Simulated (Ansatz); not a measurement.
## Zinc-blende ZnTe

Computed with PBE in Ansatz (PAW).

Settings: plane-wave cutoff 500 eV, 6×6×1 k mesh (along the axes of the cell as run), gaussian smearing 0.02 eV, scalar-relativistic PAW data made under PBE.

Cell: relaxed at this level.

| Quantity | Value |
|---|---|
| surface energy of the (110) face | 0.24 J/m² |
| ionisation potential of the slab | 5.17 eV |

The slab of 16 atoms is relaxed and unreconstructed.

Spin–orbit coupling is not included.

Static lattice: no zero-point or thermal effects.

Computing time: roughly 9 core-minutes.

Ansatz is a first-principles code.
